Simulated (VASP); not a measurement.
Here is a VASP 6.6.1 calculation.

File INCAR:

```
SYSTEM = H16CO7
  PREC = Accurate
  ENCUT = 520
  EDIFF = 1E-7
  ISMEAR = -1
  SIGMA = 0.05
  LREAL = Auto
  LASPH = .TRUE.
  NELM = 100
  ALGO = Normal
  ISIF = 2
  LWAVE = .FALSE.
  LCHARG = .FALSE.
  GGA = PE
  IVDW = 12
  NBANDS = 49
```

Contents of KPOINTS:

```
Automatic mesh
0
G
  1 1 1
  0 0 0
```

The input POSCAR:

```
H16CO7
1.0
    6.2743050000      0.0000000000      0.0000000000
    0.0000000000      6.2743050000      0.0000000000
    0.0000000000      0.0000000000      6.2743050000
O H C
7 16 1
Direct
    0.7983194951      0.8553138555      0.8953023482
    0.4585368419      0.6637069763      0.0404188193
    0.4218315813      0.8920191161      0.4096708719
    0.5157862106      0.2525698065      0.2244073248
   -0.0506510283      0.4593974950      0.1434581201
    0.2036560225      0.5313895324      0.7065802507
    0.8834444612      0.2425607298      0.7521470505
    0.9282143600      0.7662681365      0.8869667636
    0.8335743959      0.9991704260      0.8541822560
    0.5839690611      0.7493578970     -0.0117622589
    0.4113284260      0.7338502033      0.1734375361
    0.4362554897      1.0393820511      0.3385713637
    0.5702942398      0.8578480007      0.4356976589
    0.6748795285      0.2484099833      0.2262720732
    0.5053308693      0.3972710922      0.1613724548
    0.0362430580      0.3887283133      0.2501472275
   -0.0646764861      0.3673554282      0.0130532386
    0.2920960967      0.5574003814      0.8401249222
    0.2410625559      0.6504624815      0.6223637518
    0.5729080751      0.2757755640      0.6145859980
    1.0299945572      0.2908529311      0.7152983478
    0.7047633164      0.5044224022      0.7245742756
    0.7876569596      0.4029609654      0.4763714866
    0.7297541321      0.3538878011      0.6311296630
```

Potentials or basis: VASP PAW PBE potentials, release 64 (O, H, C).

Run with:

```sh
$ cat potpaw_PBE.64/O/POTCAR potpaw_PBE.64/H/POTCAR potpaw_PBE.64/C/POTCAR > POTCAR
$ mpirun -np 1 vasp_gam > vasp.out
```

(1) Predict the pressure.

(2) What does it give for the largest force?

(3) What does it give for the dispersion energy per atom?

Answers

(1) 0.0 GPa.

(2) 2.441 eV/Å.

(3) -0.034 eV.
